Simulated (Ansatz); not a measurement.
TaS2: frozen-core PAW against all-electron methods

```
Ta S
1.0
     3.35000    0.00000    0.00000
    -1.67500    2.90119    0.00000
     0.00000    0.00000    5.86000
Ta S
1 2
Direct
  0.00000 0.00000 0.00000
  0.33333 0.66667 0.25000
  0.66667 0.33333 0.75000
```

Atoms are numbered in the order listed.

The geometry is COD entry 1537360, unchecked; take it as a test cell. It differs from other determinations.

Spin polarisation is left out, and whether a magnetic state lies lower isn't shown here.

Spin–orbit coupling is left out, though it moves levels of the heavy atoms by tenths of an eV or more.

All numbers are computed: DFT, PBEsol, PAW with Ansatz's default frozen-core files, scalar-relativistic (Ansatz 0.2.0); DFT, PBEsol, all-electron PAW with datasets made for the crystal, scalar-relativistic (Ansatz 0.2.0); DFT, PBEsol, all-electron LAPW, scalar-relativistic (Ansatz 0.2.0).

For PAW: a Γ-centred 8×8×4 k mesh, Fermi–Dirac smearing of 0.02 eV, cutoff 420 eV, no spin polarisation; the PAW files were made with PBE, and the program remakes their frozen cores for this functional. The crystal-made all-electron datasets (AE datasets) take a cutoff of 420 eV at this cell. LAPW targets a basis error of 1 meV/atom. The Ansatz runs share mesh, smearing and spin set-up. Plane-wave (PAW) pressures include the program's estimate of the Pulay term.

Stress and pressure are positive in compression.

Levels count from the Fermi level.

| quantity | PAW | AE datasets | LAPW |
| --- | --- | --- | --- |
| pressure (GPa) | 4.35 | 4.31 | 4.32 |
| stress xx (GPa) | 2.65 | 2.62 | 2.63 |
| stress zz (GPa) | 7.73 | 7.68 | 7.69 |
| force on S2, z (eV/Å) | 0.976 | 0.970 | 0.970 |
| highest filled level at K (eV) | -3.207 | -3.204 | -3.204 |
| lowest empty level at K (eV) | 1.116 | 1.116 | 1.116 |
| highest filled level at Γ (eV) | -0.011 | -0.011 | -0.010 |
| lowest empty level at Γ (eV) | 0.225 | 0.223 | 0.223 |
| highest filled level at H (eV) | -3.550 | -3.551 | -3.552 |
| lowest empty level at H (eV) | 1.205 | 1.205 | 1.205 |

PAW's pressure differs from the LAPW value by +0.03 GPa.
